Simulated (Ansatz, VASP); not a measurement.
**Li (a cell with a defect): VASP beside Ansatz**

```
Li
1.0
     6.98000    0.00000    0.00000
     0.00000    6.98000    0.00000
     0.00000    0.00000    6.98000
Li
17
Direct
  0.98876 0.99843 0.01511
  0.50988 0.02096 0.00606
  0.97353 0.53736 0.99988
  0.10636 0.05114 0.44601
  0.22839 0.29397 0.20660
  0.52436 0.45631 0.05180
  0.49923 0.02131 0.51070
  0.77589 0.24010 0.28325
  0.00486 0.51943 0.50055
  0.27268 0.74771 0.23453
  0.24201 0.27030 0.77266
  0.48195 0.48038 0.49209
  0.74138 0.76122 0.26972
  0.76988 0.26739 0.74945
  0.24892 0.75399 0.76569
  0.63849 0.68415 0.79845
  0.87223 0.88914 0.64601
```

Alike in both runs: functional PBE; dispersion D3(BJ); k mesh 3 × 3 × 3; occupations gaussian, width 0.15 eV; no spin polarisation.

Ansatz relaxed the structure, and its values are those at the end. VASP's run is a single point on that final structure, the one shown.

```csv
,VASP,Ansatz
version,VASP 6.6.1,Ansatz 0.2.0
potentials or method,"VASP PAW PBE potentials, release 64 (Li_sv)","scalar-relativistic, plane waves, PAW"
plane-wave cutoff (eV),520,420
valence electrons in the cell,51,51
```

```tsv
	VASP	Ansatz	Ansatz less VASP
rms of the force components (eV/Å)	0.003	0.003	-0.0004
dispersion energy (meV/atom)	-171.7	-171.8	-0.04
```
